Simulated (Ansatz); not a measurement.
BeO:
```cif
data_Be4O4
_chemical_formula_sum 'Be4 O4'
_space_group_name_H-M_alt 'P 1'
_space_group_IT_number 1
_cell_length_a 2.70853
_cell_length_b 2.70853
_cell_length_c 8.82296
_cell_angle_alpha 90.000
_cell_angle_beta 90.000
_cell_angle_gamma 120.000
loop_
_space_group_symop_operation_xyz
  'x, y, z'
loop_
_atom_site_label
_atom_site_type_symbol
_atom_site_fract_x
_atom_site_fract_y
_atom_site_fract_z
_atom_site_occupancy
Be1 Be 0.00000 0.00000 0.00082 1
Be2 Be 0.00000 0.00000 0.50082 1
Be3 Be 0.66667 0.33333 0.75017 1
Be4 Be 0.33333 0.66667 0.25017 1
O1 O 0.00000 0.00000 0.81237 1
O2 O 0.00000 0.00000 0.31237 1
O3 O 0.66667 0.33333 0.56228 1
O4 O 0.33333 0.66667 0.06228 1
```

Relaxed with PBE.

**Question.** Give the optical modes at the zone centre with their infrared and Raman activity from DFPT, the program Ansatz at the PBE level (PAW).

**Answer.** Transverse frequencies, without the LO–TO term; a row sums one degenerate level.

```csv
ω (cm⁻¹),degeneracy,IR ((D/Å)²/amu),Raman (Å⁴/amu),activity,symmetry
228,2,0.00,0.094,Raman,E2
232,2,0.00,0.085,Raman,E2
326,2,0.01,0,silent,E1
444,1,0.00,0,silent,B1
449,1,0.00,0,silent,B1
667,2,0.05,0,IR,E1
677,1,49.53,4.8,IR+Raman,A1
680,2,0.00,4.4,Raman,E2
689,2,0.00,0.11,Raman,E2
699,1,4.24,0.30,IR+Raman,A1
699,2,104.28,2.5,IR+Raman,E1
875,1,0.11,0,IR,A1
988,1,0.00,0,silent,B1
998,1,0.00,0,silent,B1
```

**Question.** How high does the top mode go among those that the LO–TO term moves?

**Answer.** 1063 cm⁻¹ for q along x, 1063 cm⁻¹ for q along y, 1057 cm⁻¹ for q along z.

Space group P6_3mc. The cell is a constructed one: a structure type filled with these elements. Its sites differ from those of the usual phase in this space group: another stacking or structure type. The PBE relaxation kept the symmetry of its start; phonons on a q-mesh show no instability.

Potentials: the later of the program's two PAW sets.
